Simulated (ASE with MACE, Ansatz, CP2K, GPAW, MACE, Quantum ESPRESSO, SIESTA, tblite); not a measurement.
## Machine-learned potentials runs on generalised stacking fault on (110) of a KCl-RbCl solid solution (80 atoms)

How do the settings of machine-learned potentials change the result for generalised stacking fault on (110) of a KCl-RbCl solid solution (80 atoms)? A plane-wave run serves as the yardstick.

Program: ASE with MACE. Level of theory: the method is named at each step. Results are calculated unless marked as measured.

### 1. The starting structure

The cell holds 80 atoms: 13 Rb, 40 Cl and 27 K. Its edges and angles: a = 7.339 Å, b = 10.379 Å, c = 26.265 Å, α = 90.0°, β = 82.6°, γ = 90.0°. CsCl-type KCl lattice (a = 3.6697 Å, the value set for the mixture), cell with z along [110], 2 x 2 x 5 periods; the third cell vector is tilted by 0.917 of [001] and lengthened by 0.1 Å, so the cell holds one fault; displaced by a Gaussian of 0.01 Å; 13 of 40 K sites given to Rb at random (lattice constant by Vegard's rule between KCl and RbCl). Then every atom was moved at random, 0.02 Å r.m.s. a Cartesian component. The structure's axis is c.

The yardstick, on the same geometry:

| Property | Result |
| --- | --- |
| method | Kohn-Sham DFT, PBE, SSSP efficiency 1.3.0 pseudopotentials, plane waves (Quantum ESPRESSO 7.5); sssp-pbe-1.3.0-efficiency, cutoffs 45/360 Ry, Γ point |
| r.m.s. force component | 0.1126 eV/Å |
| longest force | 0.3886 eV/Å |
| pressure | 5.378 GPa |
| gap (highest filled to lowest empty level) | 5.531 eV |
| time | 7.2 min on 4 MPI ranks of Arm Neoverse V2, shared host |
| CPU time | 29 min |

### 2. MACE MP-0b3 medium potential

Method: machine-learned interatomic potential MACE MP-0b3 medium, trained on PBE(+U) plane-wave data.

run.py reads:

```python
import numpy as np
from ase.io import read
import mlip  # loads the published weights by name

atoms = read("structure.xyz")
atoms.calc = mlip.calc("mace-mp-0b3-medium")
energy = atoms.get_potential_energy()
forces = atoms.get_forces()
print(f"energy {energy:.6f} eV")
print("forces (eV/A)")
for i, (a, f) in enumerate(zip(atoms, forces)):
    print(f"{i:4d} {a.symbol:2s} {f[0]:10.5f} {f[1]:10.5f} {f[2]:10.5f}")
stress = -atoms.get_stress(voigt=False) * 160.21766
print("stress (GPa, compression positive)")
for row in stress:
    print(" ".join(f"{x:10.4f}" for x in row))
```

structure.xyz reads:

```xyz
80
Lattice="7.33940 0.00000 0.00000 0.00000 10.37948 0.00000 3.36387 0.00000 26.04870" Properties=species:S:1:pos:R:3 pbc="T T T"
Rb 7.32250 0.02543 25.91611
Cl 1.84301 10.36910 2.59341
K 3.67618 0.00270 25.96587
Cl 5.52785 10.36381 2.62597
K 7.31918 5.18860 25.90856
Cl 1.85726 5.19991 2.57934
K 3.67137 5.19275 25.90074
Cl 5.54156 5.16109 2.60200
K 7.34536 2.61822 2.55876
Cl 1.85132 2.56913 5.15452
Rb 3.67303 2.60297 2.57596
Cl 5.51974 2.59964 5.14514
K 7.33627 0.03052 5.17093
Cl 1.83114 10.37906 7.76720
Rb 3.66154 0.01837 5.16442
Cl 5.51134 10.35665 7.78544
K 7.34883 7.75866 2.61633
Cl 1.80887 7.77537 5.19125
K 3.67336 7.77672 2.60747
Cl 5.55561 7.80246 5.17510
K 7.36779 5.20707 5.18317
Cl 1.83557 5.17801 7.78101
K 3.65628 5.16244 5.16233
Cl 5.52199 5.19701 7.80706
K 7.31497 2.59767 7.78465
Cl 1.84020 2.59622 10.35566
K 3.64340 2.59383 7.82868
Cl 5.49852 2.60681 10.35957
Rb 7.30121 10.35799 10.33274
Cl 1.85739 0.06944 12.96444
Rb 3.61205 10.37844 10.38952
Cl 5.49713 0.00602 12.95923
K 7.34169 7.77485 7.73464
Cl 1.81436 7.79374 10.36582
Rb 3.66954 7.80319 7.77476
Cl 5.53467 7.79333 10.38379
K 7.32436 5.21486 10.33300
Cl 1.79569 5.20510 12.97824
K 3.65751 5.16275 10.34941
Cl 5.47933 5.16587 12.94073
Rb 7.32346 2.57619 12.94438
Cl 9.12612 2.56114 15.55785
K 3.68955 2.59871 12.95610
Cl 5.51324 2.59975 15.56592
K 7.35111 10.34004 15.55290
Cl 9.18016 10.36370 18.17861
K 3.71848 0.03103 15.57400
Cl 5.51529 10.37035 18.10463
K 7.37310 7.80392 12.97017
Cl 9.18468 7.78274 15.57764
K 3.68727 7.76530 12.98163
Cl 5.51430 7.77413 15.57009
K 7.32382 5.16317 15.58884
Cl 9.17831 5.20168 18.17053
Rb 3.65561 5.18683 15.55316
Cl 5.51036 5.19036 18.15568
[... 20 atom lines left out ...]
K 7.34904 7.77361 23.32765
Cl 9.17374 7.80900 25.96456
Rb 3.70907 7.77984 23.33338
Cl 5.51391 7.81077 25.93930
```

On the command line:

```
OMP_NUM_THREADS=1 python run.py > output.txt
```

Log:

```text
energy -261.285531 eV
forces (eV/A)
   0 Rb    0.03449   -0.05294    0.18380
   1 Cl   -0.18190   -0.11631   -0.20033
   2 K    -0.11531   -0.00814    0.05671
   3 Cl    0.27430   -0.07305   -0.20976
   4 K     0.04450    0.06060    0.14053
   5 Cl   -0.05133    0.12540   -0.10206
   6 K    -0.06629    0.04256    0.16161
   7 Cl    0.05980    0.23261   -0.13160
   8 K     0.09557   -0.05070    0.03007
   9 Cl   -0.24721    0.25347    0.21578
  10 Rb    0.15012   -0.04070   -0.09618
  11 Cl    0.18082    0.15795    0.29187
  12 K     0.01379   -0.03091    0.01106
  13 Cl   -0.20005    0.15645   -0.13982
  14 Rb    0.06203   -0.08809    0.08047
  15 Cl    0.10330    0.22627   -0.19682
  16 K     0.04726    0.04746   -0.11674
  17 Cl   -0.02359   -0.10539   -0.13905
  18 K     0.09076   -0.01811   -0.08450
  19 Cl   -0.00223   -0.20171   -0.07874
  20 K    -0.06063   -0.08943   -0.00590
  21 Cl   -0.06010   -0.11300   -0.04907
  22 K     0.08266    0.04930    0.06373
  23 Cl    0.01073   -0.13808   -0.13306
[...]
72 K     0.11923    0.01782   -0.02135
  73 Cl   -0.00826    0.05963   -0.07924
  74 K    -0.04003   -0.02459    0.01368
  75 Cl   -0.23872    0.14504   -0.15027
  76 K     0.04177    0.06199    0.05763
  77 Cl   -0.04445   -0.18746    0.12688
  78 Rb   -0.13423    0.06966    0.04589
  79 Cl   -0.03925   -0.19646    0.18919
stress (GPa, compression positive)
    4.9616    -0.0055     0.1291
   -0.0055     4.8751    -0.0168
    0.1291    -0.0168     4.8567
```

The job ended after 6.6 s (1 thread of Arm Neoverse V2, shared host; peak memory 0.77 GiB).

Banners, paths, timers and routine set-up lines are dropped from the logs unmarked, and long logs keep their key lines alone; longer cuts are marked.

Against the reference:

```yaml
r_m_s_force_component: 0.1248 eV/Å
r_m_s_difference_of_force_components: 14.75 meV/Å
longest_difference_of_force_vectors: 57.54 meV/Å
force_difference_over_r_m_s_force: 13.1 %
slope_of_forces_against_the_reference_s: 1.105
correlation_of_force_components: 0.9976
pressure: 4.898 GPa
pressure_difference: -0.4799 GPa
```

Length of the force difference by element (eV/Å):

| element | atoms | mean | most |
| --- | --- | --- | --- |
| Cl | 40 | 0.029 | 0.058 |
| K | 27 | 0.015 | 0.031 |
| Rb | 13 | 0.018 | 0.027 |

Local excerpt of 9 atoms (numbers count through the whole input) about Cl30, which bears the longest force; x, y, z are measured from there.

| atom | x | y | z | distance (Å) | bonds | Fx | Fy | Fz (eV/Å) |
| --- | --- | --- | --- | --- | --- | --- | --- | --- |
| Cl30 | 0.00 | 0.00 | 0.00 | 0.00 | 8 | 0.036 | -0.338 | 0.289 |
| Rb31 | 1.75 | -0.07 | -2.57 | 3.12 | 8 | 0.172 | -0.012 | -0.051 |
| K43 | 1.83 | 2.53 | -0.01 | 3.12 | 8 | -0.065 | 0.035 | 0.035 |
| Rb41 | -1.87 | 2.51 | -0.02 | 3.13 | 8 | 0.028 | 0.113 | 0.021 |
| K45 | -1.85 | -0.11 | 2.59 | 3.18 | 8 | 0.031 | 0.027 | -0.010 |
| K47 | 1.86 | -0.04 | 2.61 | 3.21 | 8 | -0.116 | -0.052 | -0.052 |
| K49 | -1.82 | -2.65 | 0.01 | 3.21 | 8 | -0.051 | -0.053 | 0.022 |
| Rb29 | -1.90 | -0.09 | -2.63 | 3.24 | 8 | 0.097 | 0.093 | 0.103 |
| K51 | 1.83 | -2.68 | 0.02 | 3.25 | 8 | -0.016 | 0.037 | -0.033 |

Atoms are counted from 1 here, from 0 in the log.

Forces lie 13 % from the reference's, at 0.0038 times its CPU time (on 1 against 4 cores).

### 3. MACE MPA-0 medium potential

Method: machine-learned interatomic potential MACE MPA-0 medium, trained on PBE(+U) plane-wave data.

run.py: that of step 2 with these lines changed.

```diff
@@ -5,3 +5,3 @@
 atoms = read("structure.xyz")
-atoms.calc = mlip.calc("mace-mp-0b3-medium")
+atoms.calc = mlip.calc("mace-mpa-0-medium")
 energy = atoms.get_potential_energy()
```

structure.xyz is that of step 2.

Log:

```text
energy -261.512946 eV
forces (eV/A)
   0 Rb    0.02931   -0.05678    0.18976
   1 Cl   -0.15239   -0.10229   -0.19837
   2 K    -0.10338   -0.01682    0.05758
   3 Cl    0.25410   -0.06164   -0.20377
   4 K     0.04158    0.06088    0.15452
   5 Cl   -0.04291    0.11290   -0.10149
   6 K    -0.06093    0.05083    0.16023
   7 Cl    0.06003    0.21529   -0.13052
   8 K     0.08158   -0.04931    0.02261
   9 Cl   -0.22186    0.24265    0.19504
  10 Rb    0.14907   -0.04697   -0.08506
  11 Cl    0.15815    0.15037    0.26870
  12 K     0.00758   -0.03447    0.00721
  13 Cl   -0.18271    0.14875   -0.12802
  14 Rb    0.05781   -0.08329    0.07024
  15 Cl    0.09034    0.21573   -0.18354
  16 K     0.04245    0.04763   -0.10833
  17 Cl   -0.01604   -0.10402   -0.13596
  18 K     0.08733   -0.00284   -0.07967
  19 Cl   -0.01065   -0.19419   -0.08251
  20 K    -0.05981   -0.07956   -0.00354
  21 Cl   -0.05507   -0.10571   -0.04699
  22 K     0.07830    0.04435    0.05805
  23 Cl    0.00718   -0.12959   -0.12310
[...]
72 K     0.11534    0.01662   -0.02371
  73 Cl   -0.02461    0.05728   -0.07423
  74 K    -0.03406   -0.01848    0.00951
  75 Cl   -0.22402    0.13588   -0.14616
  76 K     0.04343    0.05889    0.05954
  77 Cl   -0.03925   -0.18076    0.11396
  78 Rb   -0.12158    0.06758    0.04665
  79 Cl   -0.05046   -0.18568    0.17146
stress (GPa, compression positive)
    4.8240    -0.0057     0.1162
   -0.0057     4.7258    -0.0069
    0.1162    -0.0069     4.7133
```

The job ended after 7.4 s (1 thread; peak memory 0.77 GiB).

Compared with the plane-wave run:

```yaml
r_m_s_force_component: 0.1168 eV/Å
r_m_s_difference_of_force_components: 9.173 meV/Å
longest_difference_of_force_vectors: 34.56 meV/Å
force_difference_over_r_m_s_force: 8.146 %
slope_of_forces_against_the_reference_s: 1.035
correlation_of_force_components: 0.9975
pressure: 4.754 GPa
pressure_difference: -0.6233 GPa
```

Against the first run (13 %), the force difference from the reference is 8.1 %, at 1.1 times the CPU time.

### 4. MACE MP-0b2 small potential

Method: machine-learned interatomic potential MACE MP-0b2 small, trained on PBE(+U) plane-wave data.

run.py: that of step 3 with these lines changed.

```diff
@@ -5,3 +5,3 @@
 atoms = read("structure.xyz")
-atoms.calc = mlip.calc("mace-mpa-0-medium")
+atoms.calc = mlip.calc("mace-mp-0b2-small")
 energy = atoms.get_potential_energy()
```

structure.xyz is that of step 3.

Log:

```text
energy -260.168713 eV
forces (eV/A)
   0 Rb    0.04620   -0.06038    0.17199
   1 Cl   -0.19614   -0.11581   -0.18173
   2 K    -0.11928   -0.01345    0.05289
   3 Cl    0.25354   -0.07387   -0.20843
   4 K     0.04849    0.06916    0.17020
   5 Cl   -0.06142    0.12323   -0.10748
   6 K    -0.06856    0.06420    0.17480
   7 Cl    0.04896    0.23202   -0.12614
   8 K     0.09069   -0.05701    0.00607
   9 Cl   -0.23386    0.24229    0.21303
  10 Rb    0.12907   -0.03790   -0.09807
  11 Cl    0.17511    0.15433    0.28569
  12 K     0.01248   -0.03292    0.01873
  13 Cl   -0.19777    0.15412   -0.14080
  14 Rb    0.05687   -0.07915    0.06698
  15 Cl    0.10908    0.21847   -0.19158
  16 K     0.04507    0.05530   -0.15020
  17 Cl   -0.02259   -0.09869   -0.13909
  18 K     0.09961   -0.00144   -0.09251
  19 Cl   -0.00093   -0.19662   -0.08272
  20 K    -0.06946   -0.09545    0.00983
  21 Cl   -0.06224   -0.12164   -0.04866
  22 K     0.08748    0.05047    0.07344
  23 Cl    0.00946   -0.14061   -0.13266
[...]
72 K     0.13293    0.01875   -0.03512
  73 Cl    0.01130    0.06082   -0.09153
  74 K    -0.04576   -0.01208   -0.00223
  75 Cl   -0.22245    0.14002   -0.13931
  76 K     0.05006    0.06080    0.05541
  77 Cl   -0.03339   -0.18873    0.14334
  78 Rb   -0.12472    0.06424    0.04945
  79 Cl   -0.03258   -0.19198    0.18642
stress (GPa, compression positive)
    4.8127    -0.0040     0.1111
   -0.0040     4.7199    -0.0015
    0.1111    -0.0015     4.7238
```

Wall time 5.4 s (1 thread); peak memory 0.67 GiB.

Against the reference:

| Property | Result |
| --- | --- |
| r.m.s. force component | 0.123 eV/Å |
| r.m.s. difference of force components | 14.68 meV/Å |
| longest difference of force vectors | 49.36 meV/Å |
| force difference over r.m.s. force | 13.04 % |
| slope of forces against the reference's | 1.089 |
| correlation of force components | 0.9961 |
| pressure | 4.752 GPa |
| pressure difference | -0.6256 GPa |

Against the first run (13 %), the force difference from the reference is 13 %, at 0.82 times the CPU time.

### 5. All runs compared

Differences are against the plane-wave reference, forces as r.m.s. over components; share is that over the reference's r.m.s. force, slope the least-squares factor from reference forces to these. Total energies of different programs have different zeros and aren't compared.

| run | Δ force, r.m.s. (meV/Å) | share (%) | slope | Δ pressure (GPa) | cores | CPU time | memory (GiB) |
| --- | --- | --- | --- | --- | --- | --- | --- |
| reference | - | - | - | - | 4 | 29 min | 5.0 |
| MACE MP-0b3 medium potential | 14.7 | 13.1 | 1.105 | -0.480 | 1 | 6.6 s | 0.77 |
| MACE MPA-0 medium potential | 9.17 | 8.15 | 1.035 | -0.623 | 1 | 7.3 s | 0.77 |
| MACE MP-0b2 small potential | 14.7 | 13.0 | 1.089 | -0.626 | 1 | 5.4 s | 0.67 |

Times of the machine-learned potentials are mostly Python's start and the loading of weights.

CPU time is summed over cores on a shared host, where runs went side by side, so it is rough. Symmetry, cutoffs, thresholds, outputs and thread counts weren't matched or tuned between programs; memory under MPI is the largest rank's times the ranks.

### 6. What came out

```
nearest in forces : MACE MPA-0 medium potential, 8.1 %
its CPU time      : 7.3 s
```

What this shows: Machine-learned potentials differ by 8.1 % (MACE MPA-0 medium potential) to 13 % (MACE MP-0b3 medium potential); they were trained on other programs' data. The reference's pressure holds the uncorrected Pulay stress of its 45 Ry basis, so small pressure differences, and their order, may be the reference's own error. Machine-learned potentials mimic data converged in k, so the reference's own k-point error enters their differences. The host structure and its lattice constant were typed by rule, without a check against the phase diagram. The reference's pressure of 5.4 GPa says that the cell would expand at this level of theory. The electronic-structure runs sample only Γ, in a cell whose shortest periodic width is 7 Å.

[Also dropped from logs without a mark: logging warnings of Python, and SIESTA's first energy breakdown and zero terms.]

[Logs are printed without paths, hosts, clocks, repeated set-up lines and the standing remarks that a program may print on its own settings, such as how far it seeks lower states.]

[Hosts, paths, dates, database ids (printed as entryN), source tags and the programs' standing remarks are cut or masked in the printed files.]
